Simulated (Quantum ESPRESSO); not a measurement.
GaSb:

```xyz
2
Lattice="0.0000 3.0590 3.0590 3.0590 0.0000 3.0590 3.0590 3.0590 0.0000" Properties=species:S:1:pos:R:3 pbc="T T T"
Sb    4.5885    4.5885    4.5885
Ga    0.0000    0.0000    0.0000
```

- Program: Quantum ESPRESSO 7.5
- Task: phonons
- Functional: LDA
- Potentials or basis: PseudoDojo 0.4.1 SR LDA standard
- Cutoff: 1143 eV
- Density cutoff: 4572 eV
- k mesh: 8 × 8 × 8
- Occupations: gaussian, width 0.272 eV
- Spin: no spin polarisation
- Form of the LDA correlation: PW92
- Mixing beta: 0.5
- Most SCF iterations: 120
- SCF threshold: 4e-10 Ry

The cell and the atoms were relaxed first, to 27.65 Å³/atom (a = 4.276 Å, b = 4.276 Å, c = 4.276 Å, α = 60.00°, β = 60.00°, γ = 60.00°), and the response was taken there.

**Question.** Where do the zone-centre optical modes lie?

**Answer.** T2 at 223 cm⁻¹ (IR and Raman).

Optical modes at Γ, degenerate ones joined:
```csv
cm⁻¹,components,symmetry,active in
223,3,T2,IR and Raman
```
